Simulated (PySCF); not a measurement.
The vertical singlet excitations below were computed for one of the candidates. Method: PySCF 2.14.0, density-fitted response routines, TDDFT CAM-B3LYP/def2-SVPD, vertical, gas phase, core orbitals frozen in the response, def2 core potentials past Kr. Geometries: PBE0-D3(BJ)/def2-SVP, one conformer each. Atoms past krypton carry core potentials; spin–orbit coupling is left out.

```tsv
state	E (eV)	λ (nm)	f
S1	5.86	211.6	0.029
S2	5.90	210.0	0.030
S3	5.91	209.7	0.032
S4	6.51	190.5	0.043
S5	6.51	190.4	0.042
S6	7.23	171.5	0.029
S7	7.63	162.5	0.012
S8	7.64	162.4	0.034
S9	7.65	162.0	0.018
S10	7.70	160.9	0.021
```

Triplets computed (Tamm–Dancoff): 5.37, 5.38, 5.39 eV.

Orbital energies (eV): HOMO-3 -9.68, HOMO-2 -9.17, HOMO-1 -9.12, HOMO -9.12, LUMO 0.06, LUMO+1 1.35, LUMO+2 1.59.

Question: Which candidate is it?
A. 4H-thiopyran-4-one (`O=C1C=CSC=C1`)
B. ethylcyclopentane (`CCC1CCCC1`)
C. maleic anhydride (`O=C1C=CC(=O)O1`)
D. SnMe(OMe)3 (`C[O][Sn]([CH3])([O]C)[O]C`)

Answer: D. Its S1 lies at 5.86 eV; the nearest of the others has S1 at 4.11 eV. S1 is HOMO-2→LUMO (68%), HOMO-1/HOMO→LUMO (≥15%). Löwdin shares by element: HOMO (one of a set within 0.03 eV) oxygen 67%, carbon 11% or more (atoms not listed hold the other 22%); LUMO tin 32%, oxygen 20% or more, carbon 16% or more (atoms not listed hold the other 32%). At the same level the other candidates give, for their lowest levels:
- `O=c1ccscc1`: 3.99 eV (f 0.000); 4.97 eV (f 0.036); 5.05 eV (f 0.293); 5.25 eV (f 0.000); 6.04 eV (f 0.000); T1 3.22 eV; HOMO -8.22, LUMO -0.65 eV
- `O=C1C=CC(=O)O1`: 4.11 eV (f 0.000); 4.79 eV (f 0.000); 5.69 eV (f 0.054); 6.35 eV (f 0.355); 7.26 eV (f 0.000); T1 3.57 eV; HOMO -10.37, LUMO -2.24 eV
- `CCC1CCCC1`: 8.45 eV (f 0.002); 8.64 eV (f 0.006); 8.78 eV (f 0.003); 8.81 eV (f 0.009); 9.00 eV (f 0.020); T1 8.16 eV; HOMO -9.97, LUMO 1.43 eV

Orbitals of the list HOMO-3 to LUMO+2 that lie within 0.01 eV of each other are written together with a slash and their weights summed (≥ marks a lower bound); for degenerate orbitals outside that list single weights are arbitrary.
